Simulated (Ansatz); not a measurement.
## CdO (Monteponite): equation of state with HISS

Crystal: CdO (Monteponite).

```xyz
2
Lattice="0.0000 2.3495 2.3495 2.3495 0.0000 2.3495 2.3495 2.3495 0.0000" Properties=species:S:1:pos:R:3 pbc="T T T"
Cd    0.0000    0.0000    0.0000
O     2.3495    2.3495    2.3495
```

| Item | Value |
| --- | --- |
| Program | Ansatz 0.2.0 |
| Task | equation of state |
| Functional | HISS |
| Potentials or basis | Ansatz PAW |
| Cutoff | 420 eV |
| Density cutoff | 1680 eV |
| k mesh | 5 × 5 × 5 |
| Occupations | fermi-dirac, width 0.05 eV |
| Spin | no spin polarisation |

The equilibrium volume is 12.81 Å³/atom, the bulk modulus is 159 GPa and the pressure derivative of the bulk modulus is 4.7 (rough: it moves with the points fitted).

Energy against volume, from the lowest point:
```
volume (Å³/atom)  energy (meV/atom)
          12.191              15.72
          12.451               4.58
          12.710               0.00
          12.970               0.59
          13.229               6.04
          13.488              15.80
          13.748              29.64
```

All runs of the series together: 45 s on 2 threads of Intel(R) Xeon(R) 6975P-C (Granite Rapids), with other jobs on the host.

Caveat: the k mesh is coarse (spacing up to 0.46 Å⁻¹), so the values aren't converged, least of all with exact exchange; the PAW data sets were made with another functional, which shifts forces and pressure a little.
